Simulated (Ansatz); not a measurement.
# CdO: energy above lowest point and pressure as volume per atom varies

Results calculated with Ansatz 0.2.0 development build, not measured. Equation of state of a cubic crystal from periodic Kohn-Sham density functional theory without spin; pressure corrected for the finite basis.

Cell of the first row (space group Fm-3m, No. 225):
```
cell vectors (Å)
   0.0000     2.3351     2.3351
   2.3351     0.0000     2.3351
   2.3351     2.3351     0.0000
atoms (fractions of the cell vectors)
Cd  0.00000  0.00000  0.00000
O   0.50000  0.50000  0.50000
```

Settings of every row: formula CdO; structure type rock salt; functional PBE; spin treatment none; k mesh 20x20x20; occupation method fermi-dirac; occupation width 0.061225619 eV; wave cutoff 700 eV; datasets soft-1 PAW; density cutoff ratio 4.

Limits: the SCF threshold is loose for a stress in some rows.

| row | volume per atom (Å³) | energy above lowest point (meV/atom) | pressure (GPa) |
| --- | --- | --- | --- |
| 1 | 12.733 | 21.82 | 9.083 |
| 2 | 13.004 | ? | ? |
| 3 | 13.275 | 2.29 | 2.714 |
| 4 | 13.546 | 0 | 0.043 |
| 5 | 13.817 | 1.98 | -2.337 |
| 6 | 14.088 | 7.76 | -4.456 |

Question: what energy above lowest point and pressure should row 2 give?

Worked fit of energy above lowest point. Take u = (V_r/V)^(2/3) − 1 with V_r = 13.546 Å³ an atom, which is twice the finite (Eulerian) strain; such expansions in the strain, on which the Birch-Murnaghan equation of state is built, carry the rest volume and the bulk modulus. The shown rows have u = 0.04213, 0.01356, 0, -0.01312, -0.02582. Least squares give energy above lowest point = −0.016 + 9.48 × u + 12071.6 × u² meV/atom; a straight line predicts inner rows, each left out in turn, worse (root mean square 6.8 against 0.061 meV/atom). The rows lie off it by 0.01, -0.04, 0.02, 0.04, -0.03. Its lowest point lies at u = -0.0004, or V = 13.55 Å³ an atom, and the curvature there gives the bulk modulus at fixed shape and fractions, B = (4/9)(1 + u)² E″(u)/V = 127 GPa. The withheld row has u = 0.0276, so the fit gives −0.016 + 9.48 × (0.0276) + 12071.6 × (0.0276)² = 9.44 meV/atom.

The calculation gave 9.36 meV/atom. The fit lies 0.08 meV/atom (0.37 % of the column's range) above it; its largest miss of a shown row is 0.04 meV/atom.

Worked fit of pressure. Take u = (V_r/V)^(2/3) − 1 with V_r = 13.546 Å³ an atom, which is twice the finite (Eulerian) strain; such expansions in the strain, on which the Birch-Murnaghan equation of state is built, carry the rest volume and the bulk modulus. The shown rows have u = 0.04213, 0.01356, 0, -0.01312, -0.02582. Least squares give pressure = 0.0407 + 189.445 × u + 597.03 × u² GPa; a straight line predicts inner rows, each left out in turn, worse (root mean square 0.34 against 0.0077 GPa). The rows lie off it by 0.001, -0.005, 0.002, 0.005, -0.003 (root mean square 0.0036 GPa). The pressure vanishes at u = -0.0002, or V = 13.55 Å³ an atom, and there the bulk modulus at fixed shape and fractions is B = −V dP/dV = (2/3)(1 + u) dP/du = 126 GPa. The withheld row has u = 0.0276, so the fit gives 0.0407 + 189.445 × (0.0276) + 597.03 × (0.0276)² = 5.724 GPa.

The calculation gave 5.714 GPa. The fit lies 0.010 GPa (0.074 % of the column's range) above it; its largest miss of a shown row is 0.005 GPa.
